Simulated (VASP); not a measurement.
The system is ZnSe.

```
Zn Se
1.0
     0.00000    2.83380    2.83380
     2.83380    0.00000    2.83380
     2.83380    2.83380    0.00000
Zn Se
1 1
Cartesian
  0.0000 0.0000 0.0000
  1.4169 1.4169 1.4169
```

* Program: VASP 6.6.1
* Task: relaxation of cell and atoms
* Functional: PBE
* Potentials or basis: VASP PAW PBE potentials, release 64 (Zn, Se)
* Cutoff: 520 eV
* k mesh: 10 × 10 × 10
* Occupations: gaussian, width 0.02 eV
* Spin: no spin polarisation

At the start: pressure 2.4 GPa; volume 22.76 Å³/atom.

Where does the relaxation end?

Over 10 steps the energy falls by 6.2 meV/atom and the volume is 23.63 Å³/atom (+3.8 %); space group F-43m (No. 216, to 0.05 Å).

The path:
```tsv
step	energy change (eV)	largest force (eV/Å)	pressure (GPa)	volume (Å³)
1	0.0000	0.0000	2.38	45.51
2	-0.0114	0.0000	-0.63	47.77
3	-0.0124	0.0000	0.03	47.25
4	-0.0124	0.0000	-0.02	47.28
5	-0.0124	0.0000	-0.03	47.27
6	-0.0124	0.0000	0.06	47.21
7	-0.0124	0.0000	0.03	47.24
8	-0.0124	0.0000	0.05	47.25
9	-0.0124	0.0000	0.03	47.26
10	-0.0124	0.0000	0.01	47.26
```

Final structure:
```xyz
2
Lattice="0.0000 2.8697 2.8697 2.8697 0.0000 2.8697 2.8697 2.8697 0.0000" Properties=species:S:1:pos:R:3 pbc="T T T"
Zn    0.0000    0.0000    0.0000
Se    1.4348    1.4348    1.4348
```
